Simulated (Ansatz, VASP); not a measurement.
# C: VASP beside Ansatz

```
C
1.0
     2.40609    0.00000    0.00000
    -1.20304    2.08373    0.00000
     0.00000    0.00000   23.64129
C
4
Direct
  0.66667 0.33333 0.57048
  0.33333 0.66667 0.42952
  0.00000 0.00000 0.42953
  0.00000 0.00000 0.57047
```

Change from the starting cell: volume scaled by 0.94.

Alike in both runs: task single point; functional PBE; k mesh 12 × 12 × 2; occupations fermi-dirac, width 0.05 eV; no spin polarisation.

```csv
,VASP,Ansatz
version,VASP 6.6.1,Ansatz 0.2.0
potentials or method,"VASP PAW PBE potentials, release 64 (C)",Ansatz PAW
plane-wave cutoff (eV),520,420
valence electrons in the cell,16,16
```

|  | VASP | Ansatz | Ansatz less VASP |
| --- | --- | --- | --- |
| gap on the k mesh at the Fermi level (eV) | none | none | - |
| rms of the force components (eV/Å) | 0.033 | 0.032 | -0.0003 |

Atom by atom the forces differ by 0.000 eV/Å (rms over components). A gap of «none» marks a metal or a gap that the smearing closes.
